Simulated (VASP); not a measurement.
Crystal: Ni.

```
Ni
1.0
    -1.39676    1.39676    1.39676
     1.39676   -1.39676    1.39676
     1.39676    1.39676   -1.39676
Ni
1
Cartesian
  0.0000 0.0000 0.0000
```

This isn't the form of Ni at room conditions, which is fcc.

```yaml
Program: VASP 6.6.1
Task: relaxation of cell and atoms
Functional: LDA
Potentials_or_basis: VASP PAW LDA potentials, release 64 (Ni)
Cutoff: 600 eV
k_mesh: 20 × 20 × 20
Occupations: gaussian, width 0.1 eV
Spin: collinear spin, ferromagnetic start
Starting_moments: "[1.0] μB"
```

At the start: pressure -15.7 GPa; volume 10.90 Å³/atom.

Question: How do energy, volume and symmetry change on relaxing?

Answer: Over 6 steps the energy falls by 47.6 meV/atom and the volume is 10.03 Å³/atom (-8.0 %); space group Im-3m (No. 229, to 0.05 Å); moment 0.00 μB per cell.

The path:
```tsv
step	energy change (eV)	largest force (eV/Å)	pressure (GPa)	volume (Å³)
1	0.0000	0.0000	-15.71	10.90
2	0.0009	0.0000	22.91	9.30
3	-0.0476	0.0000	-0.31	10.04
4	-0.0476	0.0000	0.10	10.02
5	-0.0476	0.0000	-0.09	10.03
6	-0.0476	0.0000	-0.01	10.03
```

Final structure:
```cif
data_structure
_symmetry_space_group_name_H-M 'P 1'
_symmetry_Int_Tables_number 1
_cell_length_a 2.3530
_cell_length_b 2.3530
_cell_length_c 2.3530
_cell_angle_alpha 109.471
_cell_angle_beta 109.471
_cell_angle_gamma 109.471
_cell_volume 10.03
loop_
_atom_site_label
_atom_site_type_symbol
_atom_site_fract_x
_atom_site_fract_y
_atom_site_fract_z
_atom_site_occupancy
Ni1 Ni 0.00000 0.00000 0.00000 1
```
